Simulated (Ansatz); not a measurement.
Rock-salt LiI was calculated with Hartree–Fock in Ansatz (PAW).

Numerical settings: plane-wave cutoff 460 eV, 8×8×8 k mesh, Fermi–Dirac smearing 0.01 eV, scalar-relativistic PAW data made under PBE.

Energies at three volumes about the minimum:

```json
[
 {"V (Å³/atom)": "30.162", "E − E_lowest (meV/atom)": "1.03"},
 {"V (Å³/atom)": "30.984", "E − E_lowest (meV/atom)": "0.00"},
 {"V (Å³/atom)": "31.709", "E − E_lowest (meV/atom)": "0.90"}
]
```

**Question.** Fit a parabola by hand: where is the minimum, what lattice constant follows, and what is the bulk modulus?

**Answer.** Slopes: (0.00 − 1.03)/(30.984 − 30.162) = -1.253 and (0.90 − 0.00)/(31.709 − 30.984) = 1.241 meV/Å³. Curvature E″ = 2 × (1.241 − (-1.253))/(31.709 − 30.162) = 3.224 meV/Å⁶. From the middle of the first interval, the slope vanishes at V0 = 30.5730 − (-1.253)/3.224 = 30.962 Å³/atom. B = V0 E″ = 30.962 × 3.224 meV/Å³ × 0.1602 GPa per meV/Å³ = 16.0 GPa. With 8 atoms in the cube, a = (8 × 30.962)^(1/3) = 6.280 Å. The full Birch–Murnaghan fit to all volumes gives V0 = 30.945 Å³/atom and B0 = 16.0 GPa.

Measured, for comparison: bulk modulus 24 GPa (0 K, extrapolated to 0 K; as tabulated in Doll and Stoll (1998), arXiv:cond-mat/9801031). Computed (rounded) less measured: bulk modulus -33 %.

Note: the cell is over a tenth larger than the published one: the level's own overestimate first of all, though another phase or state, or a fault of the published cell, is possible.

Ansatz is a quantum-chemistry and plane-wave program.
